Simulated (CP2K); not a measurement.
Runs of CP2K 2026.2 on GaN. Symmetry: Fm-3m, No. 225, cubic system. Conventional cell: a = 4.270 Å, b = 4.270 Å, c = 4.270 Å, α = 90.00°, β = 90.00°, γ = 90.00°. Ga (site symmetry m-3m) has 6 N at 2.14 Å as nearest neighbours. Around N (site symmetry m-3m) lie 6 Ga at 2.14 Å. Measurements of this composition are mostly on another form, of space group No. 186.

```tsv
level	potentials or basis	smearing	EPS_DEFAULT	NGRIDS	points a segment of the path (NPOINTS)	bands added on the path	CUTOFF of the grids	gap on the mesh (eV)	pressure (GPa)
r2SCAN	POTENTIAL_UZH Ga GTH-SCAN-q13, N GTH-SCAN-q5; TZVP-MOLOPT-SCAN-GTH basis	fermi-dirac 0.05 eV	1.0E-10	5	6	2	675 Ry	0.81	-6.1
TB-mBJ	POTENTIAL_UZH Ga GTH-PBE-q13, N GTH-PBE-q5; TZVP-MOLOPT-PBE-GTH basis	fermi-dirac 0.05 eV	1.0E-9	4	8	6	675 Ry	0.26	-
LDA	GTH_POTENTIALS Ga GTH-PADE-q13, N GTH-PADE-q5; TZVP-MOLOPT-PBE-GTH basis	fermi-dirac 0.05 eV	1.0E-9	5	10	6	450 Ry	0.22	-10.4
PBE	POTENTIAL_UZH Ga GTH-PBE-q13, N GTH-PBE-q5; TZVP-MOLOPT-PBE-GTH basis	fermi-dirac 0.1 eV	1.0E-10	5	6	6	450 Ry	(a)	2.4
PBEsol	POTENTIAL_UZH Ga GTH-PBE-q13, N GTH-PBE-q5; TZVP-MOLOPT-PBE-GTH basis	fermi-dirac 0.0259 eV	1.0E-9	4	6	6	450 Ry	0.32	(b)
```

Alike in all rows: task band structure; no spin polarisation; cell as given; k mesh 11 × 11 × 11.

Problem. Fill in the values left out.

Solution. (a) 0.47; (b) -4.1.

Caveats: the mesh misses the band edges, which the band path finds closer together; the basis of atomic orbitals isn't converged, which shifts pressures, moduli and gaps; the potentials were made for another functional, which shifts forces and pressure (some runs); this is a model potential without an energy functional, so only levels have meaning (some runs); the real-space grid breaks the cell's symmetry a little (some runs).

A k mesh can miss the band edges, and the runs leave out spin-orbit coupling on Ga.
